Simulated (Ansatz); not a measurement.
Inside the gap of an insulator the Bloch states are evanescent, with a wavenumber k + iκ along the transport direction.

Consider the following.

```
BeO
1.0
    2.74817     0.00000     0.00000
   -1.37408     2.37998     0.00000
    0.00000     0.00000     4.37602
Be O
2 2
Direct
  0.33333   0.66667   0.00016
  0.66667   0.33333   0.50016
  0.33333   0.66667   0.37734
  0.66667   0.33333   0.87734
```

The cell is strained (lengths across the current scaled by 1.02, ions clamped); by r2SCAN it stands under a pressure of -9.0 GPa.

Transport runs along the normal of the first two printed cell vectors, the (001) (indices of the unstrained crystal) plane of the conventional cell.

No gap correction and no spin-orbit coupling; mid-gap is the computed energy nearest the middle.

Compute, with r2SCAN run with Ansatz (a program for electronic structure), the band gap and the smallest decay constant κ at mid-gap.

Gap 8.05 eV on a 12×12×8 mesh; κ = 0.488 1/Å, at the zone centre.
